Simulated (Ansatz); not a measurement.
Write the native input for Ansatz 0.2.0 that does the following.

```yaml
Task: Born charges and dielectric tensor
Functional: LDA
Potentials_or_basis: Ansatz PAW
Cutoff: "420 eV (not typed: the program's choice for these potentials)"
k_mesh: 7 × 7 × 7
Occupations: fixed
Spin: no spin polarisation
```

CdTe:

```
Te Cd
1.0
     0.00000    3.20500    3.20500
     3.20500    0.00000    3.20500
     3.20500    3.20500    0.00000
Te Cd
1 1
Direct
  0.75000 0.75000 0.75000
  0.00000 0.00000 0.00000
```

The input as run:

input.yaml

```yaml
crystal:
  lattice:
    - [0.0, 3.205, 3.205]
    - [3.205, 0.0, 3.205]
    - [3.205, 3.205, 0.0]
  atoms:
    - { symbol: Te, position: [0.75, 0.75, 0.75] }
    - { symbol: Cd, position: [0.0, 0.0, 0.0] }
hamiltonian:
  xc: lda
  pseudopotentials: { kind: paw }
kpoints:
  mp_grid: { grid: [7, 7, 7] }
scf:
  occupations: { method: fixed }
output:
  eigenvalues: true
dielectric:
  method: response
```

Potentials or basis: Ansatz PAW.

The run is started by

```bash
$ ansatz run input.yaml --threads 2 --pin off --max-ram 5632MiB --backend cpu --events-out ev --progress --plain --runs-dir out
```

It gave:

| Property | Result |
| --- | --- |
| Band gap on the k mesh | 0.61 eV, direct |
| Electronic dielectric tensor (diagonal) | 9.28 |
| Born charges (mean of the diagonal) | Te -2.14; Cd +2.14 e |

Caveat: the gap is small at this level, which inflates the dielectric constant; odd divisions of the mesh miss points on the zone boundary, where band edges often lie, so the gap on the mesh can be too wide; spin-orbit coupling is left out, which moves the levels of the heavy elements.

It took 32 s on 2 threads of Arm Neoverse V2, on a shared host, peak memory 0.67 GiB.
